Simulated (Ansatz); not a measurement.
# Be16CO: the cost of one run

Program: Ansatz 0.2.0. Level of theory: DFT PBE, scalar-relativistic, plane waves, PAW. These are calculated values, not measurements.

The COD cell was measured well above room temperature, so it is larger than a cold one.

5 further runs of the same task are left out: 5 set aside as unsound or not needed.

## Step 1: The system as given

Symmetry: P6_3/mmc, No. 194, hexagonal system. Conventional cell: a = 2.263 Å, b = 2.263 Å, c = 3.567 Å, α = 90.00°, β = 90.00°, γ = 120.00°. Be (site symmetry -6m2) has 12 Be at 2.21 to 2.26 Å as nearest neighbours.

As a file:

```cif
data_structure
_symmetry_space_group_name_H-M 'P6_3/mmc'
_symmetry_Int_Tables_number 194
_cell_length_a 2.2627
_cell_length_b 2.2627
_cell_length_c 3.5668
_cell_angle_alpha 90.000
_cell_angle_beta 90.000
_cell_angle_gamma 120.000
_cell_volume 15.82
loop_
_atom_site_label
_atom_site_type_symbol
_atom_site_symmetry_multiplicity
_atom_site_Wyckoff_symbol
_atom_site_fract_x
_atom_site_fract_y
_atom_site_fract_z
_atom_site_occupancy
Be1 Be 2 c 0.33333 0.66667 0.25000 1
```

It is the result of an earlier relaxation at this level (volume 7.91 Å³/atom; gap on the mesh: none (metal)).

## Step 4: The grid

Atoms count from 1 in the order of the input.

CO is moved over the surface cell; relaxed at each place: the height of the adsorbate's atoms; substrate rigid; the origin of the map has the adsorbate above Be13.

The axes are (1) position of C17 along the first surface vector, from above Be13: 6 values from 0.000 to 0.833, periodic; (2) position of C17 along the second surface vector, from above Be13: 6 values from 0.000 to 0.833, periodic.

Relaxed at each point: the height of the adsorbate's atoms; substrate rigid. Points are written as (first, second).

The two vectors of the plane (Å): (2.263, 0.000, 0.000); (-1.131, 1.960, 0.000).

(The set-up runs are not shown.)

## Step 5: Grid point (0/6, 0/6) of the map's two axes

input.yaml

```yaml
crystal:
  lattice:
    - [4.5254381414, 0.0, 0.0]
    - [-2.2627190707, 3.9191443937, 0.0]
    - [0.0, 0.0, 22.1261514692]
  atoms:
    - { symbol: Be, position: [0.3333333333, 0.1666666667, 0.1807815519] }
    - { symbol: Be, position: [0.3333333333, 0.6666666667, 0.1807815519] }
    - { symbol: Be, position: [0.8333333333, 0.1666666667, 0.1807815519] }
    - { symbol: Be, position: [0.8333333333, 0.6666666667, 0.1807815519] }
    - { symbol: Be, position: [0.1666666667, 0.3333333333, 0.2613832225] }
    - { symbol: Be, position: [0.1666666667, 0.8333333333, 0.2613832225] }
    - { symbol: Be, position: [0.6666666667, 0.3333333333, 0.2613832225] }
    - { symbol: Be, position: [0.6666666667, 0.8333333333, 0.2613832225] }
    - { symbol: Be, position: [0.3333333333, 0.1666666667, 0.3439745371] }
    - { symbol: Be, position: [0.3333333333, 0.6666666667, 0.3439745371] }
    - { symbol: Be, position: [0.8333333333, 0.1666666667, 0.3439745371] }
    - { symbol: Be, position: [0.8333333333, 0.6666666667, 0.3439745371] }
    - { symbol: Be, position: [0.1666666667, 0.3333333333, 0.4282783421] }
    - { symbol: Be, position: [0.1666666667, 0.8333333333, 0.4282783421] }
    - { symbol: Be, position: [0.6666666667, 0.3333333333, 0.4282783421] }
    - { symbol: Be, position: [0.6666666667, 0.8333333333, 0.4282783421] }
    - { symbol: C, position: [0.1666666667, 0.3333333333, 0.5087261327] }
    - { symbol: O, position: [0.1666666667, 0.3333333333, 0.5607008289] }
basis:
  ecutwfc: 420
kpoints:
  mp_grid: { grid: [6, 6, 1] }
hamiltonian:
  xc: pbe
scf:
  occupations: { method: gaussian, width: 0.1 }
output:
  forces: true
  eigenvalues: true
relax:
  adjacent_minimum: "off"
  f_tol: 0.025
  max_steps: 16
  constraints:
    - { sites: [0, 1, 2, 3, 4, 5, 6, 7, 8, 9, 10, 11, 12, 13, 14, 15] }
    - { sites: [16, 17], fix: xy }
efield:
  axis: 3
  dipole_correction: true
  ramp_width: 0.04
```

Launch:

```console
> ansatz run input.yaml --threads 4 --pin off --max-ram 12288MiB --backend cpu --events-out ev --progress --plain --runs-dir out
```

Q: Estimate wall time and peak memory on 4 threads of Arm Neoverse V1, shared host.

About 14 s, with a peak of 0.71 GiB.
